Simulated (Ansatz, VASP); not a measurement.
MgO: VASP beside Ansatz

```
CELL_PARAMETERS angstrom
0.00000 2.16692 2.16692
2.16692 0.00000 2.16692
2.16692 2.16692 0.00000
ATOMIC_POSITIONS crystal
Mg 0.00000 0.00000 0.00000
O 0.25000 0.25000 0.25000
```

Alike in both runs: functional PBE; k mesh 15 × 15 × 15; occupations fermi-dirac, width 0.05 eV; no spin polarisation.

Ansatz relaxed the structure, and its values are those at the end. VASP's run is a single point on that final structure, the one shown.

|  | VASP | Ansatz |
| --- | --- | --- |
| version | VASP 6.6.1 | Ansatz 0.2.0 |
| potentials or method | VASP PAW PBE potentials, release 64 (Mg, O), cutoff 520 eV | all-electron LAPW, scalar-relativistic |

Ansatz gave:

```
gap on the k mesh at the Fermi level (eV) : 4.60
```

**Question.** Estimate VASP's values.

**Answer.** gap on the k mesh at the Fermi level (eV): 4.59.

Ansatz ran all-electron here, so the differences hold the error of VASP's frozen core and of both bases.

Caveats: an odd mesh through Γ misses points on the zone boundary, where band edges often lie. As with any semilocal functional, this PBE gap is likely too small.
